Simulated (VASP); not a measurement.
Input:

```
CELL_PARAMETERS angstrom
      4.18971     0.00000     0.00000
      0.00000     4.18971     0.00000
      0.00000     0.00000     4.18971
ATOMIC_POSITIONS crystal
  Ba 0.00000 0.00000 0.00000
  Sn 0.50000 0.50000 0.50000
  O  0.50000 0.00000 0.50000
  O  0.00000 0.50000 0.50000
  O  0.50000 0.50000 0.00000
```

Method: PBE GGA, VASP's PBE PAW potentials (set 64) (plane waves; VASP). Run with 520 eV cut-off, 5×5×5 Γ-centred mesh, Gaussian smearing of 0.050 eV, potentials Ba_sv Sn_d O.

**Question.** Give the energy at these volumes per atom, relative to the lowest: 13.81, 14.25, 14.69, 15.13, 15.57 Å³.

**Answer.** 25.8, 6.3, 0.0, 4.7, 17.9 meV/atom. A third-order Birch-Murnaghan fit gives B0 = 129 GPa and B0′ = 6.3.

Measured: a 4.116 Å (computed value off by +1.8 %), as given by Woong-Jhae Lee et al., Annual Review of Materials Research (2017), arXiv:1707.09778. The calculation is for a static lattice, while the measured a holds thermal and zero-point effects, which are part of the difference.

The compound is BaSnO3 in the cubic perovskite structure. It was relaxed first, which changed the volume by +5 %.
